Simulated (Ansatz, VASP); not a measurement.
## Two plane-wave programs on InAs

File POSCAR:

```
InAs
1.0
    0.0000000000      3.0180000000      3.0180000000
    3.0180000000      0.0000000000      3.0180000000
    3.0180000000      3.0180000000      0.0000000000
In As
1 1
Direct
    0.0000000000      0.0000000000      0.0000000000
    0.7500000000      0.7500000000      0.7500000000
```

INCAR.step1

```
SYSTEM = InAs
ALGO     = Normal         ! electronic algorithm
EDIFF    = 1E-5           ! SCF threshold, eV
ENCUT    = 520            ! plane-wave cutoff, eV
GGA      = PE             ! functional
ISIF     = 2              ! what is computed and relaxed
ISMEAR   = -1             ! smearing method
LASPH    = .TRUE.         ! aspherical terms in the spheres
LCHARG   = .FALSE.        ! write CHGCAR
LREAL    = .FALSE.        ! projectors in reciprocal space
LWAVE    = .TRUE.         ! write WAVECAR
NELM     = 80             ! most SCF steps
PREC     = Accurate       ! precision mode
SIGMA    = 0.05           ! smearing width, eV
```

Contents of INCAR.step2:

```
SYSTEM = InAs
AEXX     = 0.25           ! exact-exchange fraction
ALGO     = Normal         ! electronic algorithm
EDIFF    = 1E-6           ! SCF threshold, eV
ENCUT    = 520            ! plane-wave cutoff, eV
GGA      = PE             ! functional
HFSCREEN = 0.2            ! screening, 1/A
ISIF     = 2              ! what is computed and relaxed
ISMEAR   = -1             ! smearing method
ISTART   = 1            
LASPH    = .TRUE.         ! aspherical terms in the spheres
LCHARG   = .FALSE.        ! write CHGCAR
LHFCALC  = .TRUE.         ! exact exchange
LREAL    = .FALSE.        ! projectors in reciprocal space
LWAVE    = .FALSE.        ! write WAVECAR
NELM     = 80             ! most SCF steps
PREC     = Accurate       ! precision mode
PRECFOCK = Fast         
SIGMA    = 0.05           ! smearing width, eV
```

File KPOINTS:

```
k-points
0
G
  4 4 4
  0 0 0
```

File input.yaml:

```yaml
crystal:
  lattice:
    - [0.0, 3.018, 3.018]
    - [3.018, 0.0, 3.018]
    - [3.018, 3.018, 0.0]
  atoms:
    - { symbol: In, position: [0.0, 0.0, 0.0] }
    - { symbol: As, position: [0.75, 0.75, 0.75] }
hamiltonian:
  xc: { exchange: pbe, correlation: pbe, exx: { coeff: 0.25, omega: 0.2 } }
  pseudopotentials: { kind: paw }
kpoints:
  mp_grid: { grid: [4, 4, 4] }
scf:
  occupations: { method: fermi_dirac, width: 0.05 }
output:
  forces: true
  stress: true
  eigenvalues: true
  write_density: true
  write_potential: true
  elf: true
  volumetric_format: npy
```

Alike in both runs: task single point; functional HSE(alpha, omega); k mesh 4 × 4 × 4; occupations fermi-dirac, width 0.05 eV; no spin polarisation.

|  | VASP | Ansatz |
| --- | --- | --- |
| version | VASP 6.6.1 | Ansatz 0.2.0 |
| potentials or method | VASP PAW PBE potentials, release 64 (In_d, As) | Ansatz PAW |
| plane-wave cutoff (eV) | 520 | 420 |
| valence electrons in the cell | 18 | 28 |

Ansatz gave:

```
gap on the k mesh at the Fermi level (eV) : 0.63
least direct gap on the mesh (eV)         : 0.63
pressure (GPa)                            : 2.4
```

Problem. What did VASP give for the same quantities?

Solution. gap on the k mesh at the Fermi level (eV): 0.63; least direct gap on the mesh (eV): 0.63; pressure (GPa): 2.2.

With one functional, cell and mesh, what is left measures potentials, basis and numerics. The two sets of potentials don't hold the same shells in valence.

Caveats: the k mesh is coarse (spacing up to 0.45 Å⁻¹), so the values aren't converged, least of all with exact exchange; spin-orbit coupling is left out, which moves the levels of the heavy elements; the PAW data sets were made with another functional, which shifts forces and pressure a little (VASP); the PAW data sets come from PBE, with cores solved anew for the run's functional, which leaves a small shift of forces and pressure (Ansatz); the thresholds are loose for stress (Ansatz).
